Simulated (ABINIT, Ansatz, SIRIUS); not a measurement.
# CoO: 3 runs at one level of theory

```
Co O
1.0
     2.85630    0.00000    0.00000
    -1.42815    2.47363    0.00000
     0.00000    0.00000    2.78761
Co O
1 1
Cartesian
  0.0000 0.0000 0.0000
  1.4281 0.8245 1.3938
```

Measurements of this composition are mostly on another form, of space group No. 225.

Alike in all runs: task single point; functional PBE; k mesh 11 × 11 × 10; occupations fermi-dirac, width 0.05 eV; collinear spin, ferromagnetic start; no spin-orbit coupling. Pressure is positive in compression and, in plane waves, holds the error of the finite cutoff, which Ansatz's Pulay term estimates and takes out.

| program and potentials | plane-wave cutoff (eV) | notes | pressure (GPa) | net moment per atom (μB) |
| --- | --- | --- | --- | --- |
| Ansatz, Ansatz PAW | 420 | Pulay term of +0.69 GPa included | -7.78 | 1.50 |
| SIRIUS, PseudoDojo 0.4.1 PBE standard (scalar relativistic) | 1307 | - | -8.60 | 1.50 |
| ABINIT, JTH PAW PBE v2.0 | 707 | - | ? | ? |

**Question.** Estimate from the other rows what the run with ABINIT, JTH PAW PBE v2.0 gave.

**Answer.** Pressure -8.19 GPa; net moment per atom 1.50 μB. The other rows, which needn't bracket it: pressure -8.60 to -7.78; net moment per atom 1.50.
